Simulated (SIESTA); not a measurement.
Runs of SIESTA 5.4.2 on HfO2. Symmetry: Pca2_1, No. 29, orthorhombic system. Conventional cell: a = 5.219 Å, b = 5.005 Å, c = 5.033 Å, α = 90.00°, β = 90.00°, γ = 90.00°. Around Hf (site symmetry 1) lie 7 O at 2.02 to 2.23 Å. Around O (site symmetry 1) lie 3 Hf at 2.02 to 2.13 Å. Around O (site symmetry 1) lie 4 Hf at 2.11 to 2.23 Å. Measurements of this composition are mostly on another form, of space group No. 14.

| task | level | potentials or basis | spin | cell | k mesh | optimiser | force tolerance | gap on the mesh (eV) | pressure (GPa) | largest force (eV/Å) |
| --- | --- | --- | --- | --- | --- | --- | --- | --- | --- | --- |
| band structure | PBEJsJrLO | PseudoDojo 0.4 standard (PBE files), DZP (energy shift 0.002 Ry) | off | as given | 5 × 6 × 5 | - | - | (a) | 7.1 | 0.15 |
| relaxation of cell and atoms | PBEsol | PseudoDojo 0.4 standard (PBEsol files), DZP (energy shift 0.002 Ry) | off | relaxed | 4 × 4 × 4 | Broyden | 0.04 eV/Å | 4.18 | 0.0 | 0.01 |
| band structure | LDA | PseudoDojo 0.4 standard (PBE files, fully relativistic), DZP (energy shift 0.002 Ry) | non-collinear, zero start, SOC | as given | 4 × 4 × 4 | - | - | 4.04 | (b) | 0.15 |
| band structure | vdW-DF-cx | PseudoDojo 0.4 standard (PBE files), DZP (energy shift 0.002 Ry) | off | as given | 5 × 6 × 5 | - | - | (c) | 5.5 | 0.16 |
| band structure | APBE | PseudoDojo 0.4 standard (PBE files), DZP (energy shift 0.002 Ry) | off | as given | 5 × 6 × 5 | - | - | 4.28 | 14.0 | 0.18 |

Alike in all rows: smearing fermi-dirac 0.05 eV; grid cutoff 800 Ry; energy shift 0.002 Ry.

Problem. Fill in the values left out.

Solution. (a) 4.20; (b) -2.8; (c) 4.22.

Caveats: semicore shells carry a single zeta, which can move pressures by several GPa and volumes by a few percent; the basis of atomic orbitals isn't converged, which shifts pressures, moduli and gaps; the potentials were made for another functional, which shifts forces and pressure (some runs); spin-orbit coupling is left out, which moves the levels of the heavy elements (some runs).

A k mesh can miss the band edges, and rows without SOC leave out spin-orbit coupling on Hf.

Runs at the PBE level aren't shown here.
